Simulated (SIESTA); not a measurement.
Si:

```
Si
1.0
     0.00000    2.72185    2.72185
     2.72185    0.00000    2.72185
     2.72185    2.72185    0.00000
Si
2
Direct
  0.50000 0.50000 0.50000
  0.75000 0.75000 0.75000
```

```yaml
Program: SIESTA 5.4.2
Task: relaxation of cell and atoms
Functional: PBE
Potentials_or_basis: PseudoDojo 0.4 standard (PBE files)
Basis: DZ (energy shift 0.003 Ry)
Grid_cutoff: 500 Ry
Energy_shift: 0.003 Ry
k_mesh: 8 × 8 × 8
Occupations: fermi-dirac, width 0.05 eV
Spin: no spin polarisation
```

At the start: pressure 7.5 GPa; volume 20.16 Å³/atom.

Where does the relaxation end?

Over 4 steps the energy falls by 37.7 meV/atom and the volume is 21.93 Å³/atom (+8.7 %); space group Fd-3m (No. 227, to 0.05 Å).

Step by step:
```csv
step,energy change (eV),largest force (eV/Å),pressure (GPa),volume (Å³)
1,0.0000,0.0000,7.47,40.33
2,-0.0084,0.0000,6.98,40.52
3,-0.0747,0.0000,0.60,43.49
4,-0.0754,0.0000,-0.04,43.85
```

Final structure:
```
Si
1.0
     0.00000    2.79886    2.79886
     2.79886    0.00000    2.79886
     2.79886    2.79886    0.00000
Si
2
Cartesian
  2.7989 2.7989 2.7989
  4.1983 4.1983 4.1983
```

Caveat: the basis has no polarisation orbitals; the basis of atomic orbitals isn't converged, which shifts pressures, moduli and gaps.
